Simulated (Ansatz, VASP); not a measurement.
## SnO2 (Cassiterite) in VASP and in Ansatz

Contents of INCAR:

```
SYSTEM = SnO2
PREC = Accurate ; ENCUT = 600
EDIFF = 1E-6 ; ISMEAR = 0
SIGMA = 0.02 ; LREAL = .False.
LASPH = .True. ; NELM = 100
ALGO = Normal ; ISIF = 3
LWAVE = .False. ; LCHARG = .False.
GGA = PE ; IVDW = 12
IBRION = 2 ; NSW = 70
EDIFFG = -0.005
```

Contents of KPOINTS:

```
Automatic mesh
0
Gamma
  6 6 8
  0 0 0
```

File POSCAR:

```
SnO2
1.0
    4.8274195329      0.0000000000      0.0000000000
    0.0000000000      4.8274195329      0.0000000000
    0.0000000000      0.0000000000      3.2380692451
Sn O
2 4
Direct
    0.0000000000      0.0000000000      0.0000000000
    0.5000000000      0.5000000000      0.5000000000
    0.3065442699      0.3065442699      0.0000000000
    0.1934557301      0.8065442699      0.5000000000
    0.6934557301      0.6934557301      0.0000000000
    0.8065442699      0.1934557301      0.5000000000
```

Input for Ansatz:

```yaml
crystal:
  lattice:
    - [4.8274195329, 0.0, 0.0]
    - [0.0, 4.8274195329, 0.0]
    - [0.0, 0.0, 3.2380692451]
  atoms:
    - { symbol: Sn, position: [0.0, 0.0, 0.0] }
    - { symbol: Sn, position: [0.5, 0.5, 0.5] }
    - { symbol: O, position: [0.3065442699, 0.3065442699, 0.0] }
    - { symbol: O, position: [0.1934557301, 0.8065442699, 0.5] }
    - { symbol: O, position: [0.6934557301, 0.6934557301, 0.0] }
    - { symbol: O, position: [0.8065442699, 0.1934557301, 0.5] }
basis:
  ecutwfc: 420
kpoints:
  mp_grid: { grid: [6, 6, 8] }
hamiltonian:
  xc: pbe
  dispersion: d3bj
scf:
  occupations: { method: gaussian, width: 0.02 }
output:
  forces: true
  stress: true
  eigenvalues: true
relax:
  adjacent_minimum: "off"
  f_tol: 0.005
  max_steps: 50
  cell: { stress_tol: 0.05 }
```

Alike in both runs: task relaxation of cell and atoms; functional PBE; dispersion D3(BJ); k mesh 6 × 6 × 8; occupations gaussian, width 0.02 eV; no spin polarisation.

|  | VASP | Ansatz |
| --- | --- | --- |
| version | VASP 6.6.1 | Ansatz 0.2.0 |
| potentials or method | VASP PAW PBE potentials, release 64 (Sn_d, O) | scalar-relativistic, plane waves, PAW |
| plane-wave cutoff (eV) | 600 | 420 |
| valence electrons in the cell | 52 | 52 |

Ansatz gave:

```
gap on the k mesh at the Fermi level, each at its own relaxed structure (eV) : 0.84
relaxed volume (Å³/atom)                                                     : 12.37
relaxed cell length with the largest relative difference (Å)                 : 3.230
energy change over the relaxation (meV/atom)                                 : -2
```

Estimate VASP's values.

gap on the k mesh at the Fermi level, each at its own relaxed structure (eV): 0.80; relaxed volume (Å³/atom): 12.40; relaxed cell length with the largest relative difference (Å): 3.234; energy change over the relaxation (meV/atom): -1.

Caveats: spin-orbit coupling is left out, which moves the levels of the heavy elements. As with any semilocal functional, this PBE gap is likely too small.
